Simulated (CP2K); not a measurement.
BP:

```
CELL_PARAMETERS angstrom
3.20885 0.00000 0.00000
1.60443 2.77895 0.00000
1.60443 0.92632 2.62002
ATOMIC_POSITIONS crystal
P 0.75000 0.75000 0.75000
B 0.00000 0.00000 0.00000
```

Base run:

* Program: CP2K 2026.2
* Functional: WC
* Potentials or basis: POTENTIAL_UZH P GTH-PBE-q5, B GTH-PBE-q3; TZVP-MOLOPT-PBE-GTH basis
* Density cutoff: 9184 eV
* k mesh: 10 × 10 × 10
* Occupations: fermi-dirac, width 0.05 eV
* Spin: no spin polarisation

Its results: band gap on the k mesh 1.26 eV, indirect (least direct gap 3.42 eV).

The run is repeated on the same cell with these changes: functional from WC to TB-mBJ; ngrids from 4 to 5. What comes out?

Band gap on the k mesh 1.67 eV, indirect (least direct gap 3.91 eV).

Caveats: the basis of atomic orbitals isn't converged, which shifts pressures, moduli and gaps; this is a model potential without an energy functional, so only levels have meaning (some runs).

Not every run made on this cell is shown here.
